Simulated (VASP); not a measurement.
Input of a VASP 6.6.1 run:

Contents of INCAR:

```
PREC = Accurate ; ENCUT = 500
EDIFF = 1E-6 ; ISMEAR = 0
SIGMA = 0.02 ; LREAL = F
LASPH = T ; NELM = 60
ALGO = Normal ; ISIF = 2
LWAVE = F ; LCHARG = F
GGA = PE
```

The input KPOINTS:

```
Automatic mesh
0
Gamma
  5 5 5
```

File POSCAR:

```
HgTe
1.0
    0.0000000000      3.1800000000      3.1800000000
    3.1800000000      0.0000000000      3.1800000000
    3.1800000000      3.1800000000      0.0000000000
Hg Te
1 1
Direct
    0.0000000000      0.0000000000      0.0000000000
    0.5000000000      0.5000000000      0.5000000000
```

Potentials or basis: VASP PAW PBE potentials, release 64 (Hg_sv_GW, Te_GW).

Command:

```bash
$ cat potpaw_PBE.64/Hg_sv_GW/POTCAR potpaw_PBE.64/Te_GW/POTCAR > POTCAR
$ mpirun -np 1 vasp_std > vasp.out
```

Q: Predict the band gap on the k mesh.

A: None (metal or under the smearing width).

Q: Predict the pressure.

A: -4.2 GPa.

Spin-orbit coupling is left out, which matters for the levels of Hg, Te.
